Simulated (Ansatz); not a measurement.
# N: levels along high-symmetry lines

```
N
1.0
     4.74900    0.00000    0.00000
     0.00000    7.87300    0.00000
     0.00000    0.00000    3.54100
N
4
Direct
  0.02050 0.25000 0.63480
  0.97950 0.75000 0.36520
  0.47950 0.75000 0.13480
  0.52050 0.25000 0.86520
```

Atom numbers follow the list: N1, N2, N3, N4.

Conventional cell: a = 4.749 Å, b = 7.873 Å, c = 3.541 Å, α = 90.00°, β = 90.00°, γ = 90.00°. N (atom 1) is surrounded by 2 N at 2.51 Å.

The geometry is COD entry 1531482, unchecked; take it as a test cell.

Method: DFT, PBE, all-electron LAPW, scalar-relativistic (Ansatz 0.2.0).

Settings: a Γ-centred 6×4×8 k mesh, Fermi–Dirac smearing of 0.03 eV, basis error target 0.5 meV/atom, no spin polarisation.

Points in fractions of the reciprocal vectors of this cell: Γ (0, 0, 0), X (0.5, 0, 0), S (0.5, 0.5, 0), Y (0, 0.5, 0), Z (0, 0, 0.5), U (0.5, 0, 0.5), R (0.5, 0.5, 0.5), T (0, 0.5, 0.5). The path joins them by straight lines in the order Γ–X–S–Y–Γ–Z–U–R–T; legs that retrace an earlier one aren't tabulated. Energies are in eV from the Fermi level.

Question: Metal or insulator at this level of theory?

Answer: No gap opens: metallic or semimetallic.

Question: Tabulate bands 8 to 13, counted from the lowest band of the run, along the path.

Answer: 
```json
{"k (1/Å)": "0.00", "point": "Γ", "band 8": "-0.40", "band 9": "0.25", "band 10": "0.27", "band 11": "0.35", "band 12": "0.35", "band 13": "0.36"}
{"k (1/Å)": "0.09", "point": "", "band 8": "-0.39", "band 9": "0.26", "band 10": "0.28", "band 11": "0.33", "band 12": "0.34", "band 13": "0.34"}
{"k (1/Å)": "0.19", "point": "", "band 8": "-0.35", "band 9": "0.27", "band 10": "0.29", "band 11": "0.30", "band 12": "0.31", "band 13": "0.31"}
{"k (1/Å)": "0.28", "point": "", "band 8": "-0.30", "band 9": "0.18", "band 10": "0.24", "band 11": "0.24", "band 12": "0.35", "band 13": "0.36"}
{"k (1/Å)": "0.38", "point": "", "band 8": "-0.23", "band 9": "0.07", "band 10": "0.14", "band 11": "0.15", "band 12": "0.39", "band 13": "0.42"}
{"k (1/Å)": "0.47", "point": "", "band 8": "-0.14", "band 9": "-0.07", "band 10": "0.00", "band 11": "0.01", "band 12": "0.29", "band 13": "0.52"}
{"k (1/Å)": "0.57", "point": "", "band 8": "-0.21", "band 9": "-0.19", "band 10": "-0.17", "band 11": "-0.04", "band 12": "0.18", "band 13": "0.64"}
{"k (1/Å)": "0.66", "point": "X", "band 8": "-0.40", "band 9": "-0.36", "band 10": "-0.36", "band 11": "0.07", "band 12": "0.07", "band 13": "0.80"}
{"k (1/Å)": "0.72", "point": "", "band 8": "-0.40", "band 9": "-0.36", "band 10": "-0.36", "band 11": "0.07", "band 12": "0.07", "band 13": "0.80"}
{"k (1/Å)": "0.78", "point": "", "band 8": "-0.40", "band 9": "-0.34", "band 10": "-0.34", "band 11": "0.05", "band 12": "0.05", "band 13": "0.80"}
{"k (1/Å)": "0.83", "point": "", "band 8": "-0.41", "band 9": "-0.32", "band 10": "-0.32", "band 11": "0.02", "band 12": "0.02", "band 13": "0.80"}
{"k (1/Å)": "0.89", "point": "", "band 8": "-0.41", "band 9": "-0.28", "band 10": "-0.28", "band 11": "-0.02", "band 12": "-0.02", "band 13": "0.81"}
{"k (1/Å)": "0.95", "point": "", "band 8": "-0.41", "band 9": "-0.24", "band 10": "-0.24", "band 11": "-0.06", "band 12": "-0.06", "band 13": "0.81"}
{"k (1/Å)": "1.00", "point": "", "band 8": "-0.42", "band 9": "-0.20", "band 10": "-0.20", "band 11": "-0.10", "band 12": "-0.10", "band 13": "0.81"}
{"k (1/Å)": "1.06", "point": "S", "band 8": "-0.42", "band 9": "-0.15", "band 10": "-0.15", "band 11": "-0.15", "band 12": "-0.15", "band 13": "0.81"}
{"k (1/Å)": "1.16", "point": "", "band 8": "-0.28", "band 9": "-0.18", "band 10": "-0.18", "band 11": "-0.02", "band 12": "-0.02", "band 13": "0.66"}
{"k (1/Å)": "1.25", "point": "", "band 8": "-0.40", "band 9": "0.01", "band 10": "0.01", "band 11": "0.11", "band 12": "0.11", "band 13": "0.53"}
{"k (1/Å)": "1.34", "point": "", "band 8": "-0.51", "band 9": "0.15", "band 10": "0.15", "band 11": "0.22", "band 12": "0.22", "band 13": "0.43"}
{"k (1/Å)": "1.44", "point": "", "band 8": "-0.59", "band 9": "0.24", "band 10": "0.24", "band 11": "0.31", "band 12": "0.31", "band 13": "0.37"}
{"k (1/Å)": "1.53", "point": "", "band 8": "-0.66", "band 9": "0.30", "band 10": "0.30", "band 11": "0.31", "band 12": "0.31", "band 13": "0.41"}
{"k (1/Å)": "1.63", "point": "", "band 8": "-0.69", "band 9": "0.27", "band 10": "0.27", "band 11": "0.34", "band 12": "0.34", "band 13": "0.45"}
{"k (1/Å)": "1.72", "point": "Y", "band 8": "-0.71", "band 9": "0.26", "band 10": "0.26", "band 11": "0.35", "band 12": "0.35", "band 13": "0.47"}
{"k (1/Å)": "1.78", "point": "", "band 8": "-0.64", "band 9": "0.26", "band 10": "0.26", "band 11": "0.35", "band 12": "0.35", "band 13": "0.44"}
{"k (1/Å)": "1.84", "point": "", "band 8": "-0.58", "band 9": "0.25", "band 10": "0.26", "band 11": "0.35", "band 12": "0.36", "band 13": "0.41"}
{"k (1/Å)": "1.89", "point": "", "band 8": "-0.52", "band 9": "0.25", "band 10": "0.26", "band 11": "0.35", "band 12": "0.36", "band 13": "0.39"}
{"k (1/Å)": "1.95", "point": "", "band 8": "-0.47", "band 9": "0.25", "band 10": "0.26", "band 11": "0.35", "band 12": "0.36", "band 13": "0.37"}
{"k (1/Å)": "2.01", "point": "", "band 8": "-0.43", "band 9": "0.25", "band 10": "0.27", "band 11": "0.35", "band 12": "0.36", "band 13": "0.36"}
{"k (1/Å)": "2.06", "point": "", "band 8": "-0.41", "band 9": "0.25", "band 10": "0.27", "band 11": "0.35", "band 12": "0.35", "band 13": "0.36"}
{"k (1/Å)": "2.12", "point": "Γ", "band 8": "-0.40", "band 9": "0.25", "band 10": "0.27", "band 11": "0.35", "band 12": "0.35", "band 13": "0.36"}
{"k (1/Å)": "2.25", "point": "", "band 8": "-0.39", "band 9": "0.14", "band 10": "0.16", "band 11": "0.35", "band 12": "0.38", "band 13": "0.38"}
{"k (1/Å)": "2.37", "point": "", "band 8": "-0.38", "band 9": "-0.07", "band 10": "-0.05", "band 11": "0.36", "band 12": "0.36", "band 13": "0.36"}
{"k (1/Å)": "2.50", "point": "", "band 8": "-0.37", "band 9": "-0.32", "band 10": "-0.30", "band 11": "0.28", "band 12": "0.29", "band 13": "0.38"}
{"k (1/Å)": "2.63", "point": "", "band 8": "-0.55", "band 9": "-0.53", "band 10": "-0.36", "band 11": "0.17", "band 12": "0.18", "band 13": "0.40"}
{"k (1/Å)": "2.75", "point": "", "band 8": "-0.73", "band 9": "-0.64", "band 10": "-0.37", "band 11": "0.07", "band 12": "0.08", "band 13": "0.43"}
{"k (1/Å)": "2.88", "point": "", "band 8": "-0.86", "band 9": "-0.54", "band 10": "-0.40", "band 11": "0.00", "band 12": "0.00", "band 13": "0.46"}
{"k (1/Å)": "3.01", "point": "Z", "band 8": "-0.91", "band 9": "-0.46", "band 10": "-0.46", "band 11": "-0.02", "band 12": "-0.02", "band 13": "0.50"}
{"k (1/Å)": "3.10", "point": "", "band 8": "-0.84", "band 9": "-0.45", "band 10": "-0.45", "band 11": "-0.06", "band 12": "-0.06", "band 13": "0.49"}
{"k (1/Å)": "3.20", "point": "", "band 8": "-0.66", "band 9": "-0.42", "band 10": "-0.42", "band 11": "-0.17", "band 12": "-0.17", "band 13": "0.45"}
{"k (1/Å)": "3.29", "point": "", "band 8": "-0.42", "band 9": "-0.37", "band 10": "-0.37", "band 11": "-0.33", "band 12": "-0.33", "band 13": "0.40"}
{"k (1/Å)": "3.39", "point": "", "band 8": "-0.52", "band 9": "-0.30", "band 10": "-0.30", "band 11": "-0.11", "band 12": "-0.11", "band 13": "0.32"}
{"k (1/Å)": "3.48", "point": "", "band 8": "-0.73", "band 9": "-0.23", "band 10": "-0.23", "band 11": "0.21", "band 12": "0.21", "band 13": "0.24"}
{"k (1/Å)": "3.58", "point": "", "band 8": "-0.93", "band 9": "-0.16", "band 10": "-0.16", "band 11": "0.17", "band 12": "0.17", "band 13": "0.53"}
{"k (1/Å)": "3.67", "point": "U", "band 8": "-1.09", "band 9": "-0.12", "band 10": "-0.12", "band 11": "0.13", "band 12": "0.13", "band 13": "0.85"}
{"k (1/Å)": "3.73", "point": "", "band 8": "-1.09", "band 9": "-0.12", "band 10": "-0.12", "band 11": "0.12", "band 12": "0.12", "band 13": "0.85"}
{"k (1/Å)": "3.78", "point": "", "band 8": "-1.09", "band 9": "-0.11", "band 10": "-0.11", "band 11": "0.12", "band 12": "0.12", "band 13": "0.85"}
{"k (1/Å)": "3.84", "point": "", "band 8": "-1.10", "band 9": "-0.09", "band 10": "-0.09", "band 11": "0.10", "band 12": "0.10", "band 13": "0.85"}
{"k (1/Å)": "3.90", "point": "", "band 8": "-1.11", "band 9": "-0.07", "band 10": "-0.07", "band 11": "0.08", "band 12": "0.08", "band 13": "0.85"}
{"k (1/Å)": "3.95", "point": "", "band 8": "-1.11", "band 9": "-0.05", "band 10": "-0.05", "band 11": "0.06", "band 12": "0.06", "band 13": "0.85"}
{"k (1/Å)": "4.01", "point": "", "band 8": "-1.12", "band 9": "-0.02", "band 10": "-0.02", "band 11": "0.03", "band 12": "0.03", "band 13": "0.85"}
{"k (1/Å)": "4.07", "point": "R", "band 8": "-1.13", "band 9": "0.01", "band 10": "0.01", "band 11": "0.01", "band 12": "0.01", "band 13": "0.85"}
{"k (1/Å)": "4.16", "point": "", "band 8": "-0.94", "band 9": "-0.10", "band 10": "-0.10", "band 11": "0.11", "band 12": "0.11", "band 13": "0.54"}
{"k (1/Å)": "4.26", "point": "", "band 8": "-0.73", "band 9": "-0.20", "band 10": "-0.20", "band 11": "0.21", "band 12": "0.21", "band 13": "0.22"}
{"k (1/Å)": "4.35", "point": "", "band 8": "-0.53", "band 9": "-0.30", "band 10": "-0.30", "band 11": "-0.09", "band 12": "-0.09", "band 13": "0.30"}
{"k (1/Å)": "4.45", "point": "", "band 8": "-0.47", "band 9": "-0.33", "band 10": "-0.33", "band 11": "-0.29", "band 12": "-0.29", "band 13": "0.37"}
{"k (1/Å)": "4.54", "point": "", "band 8": "-0.69", "band 9": "-0.36", "band 10": "-0.36", "band 11": "-0.17", "band 12": "-0.17", "band 13": "0.43"}
{"k (1/Å)": "4.64", "point": "", "band 8": "-0.86", "band 9": "-0.40", "band 10": "-0.40", "band 11": "-0.07", "band 12": "-0.07", "band 13": "0.47"}
{"k (1/Å)": "4.73", "point": "T", "band 8": "-0.93", "band 9": "-0.41", "band 10": "-0.41", "band 11": "-0.03", "band 12": "-0.03", "band 13": "0.48"}
```
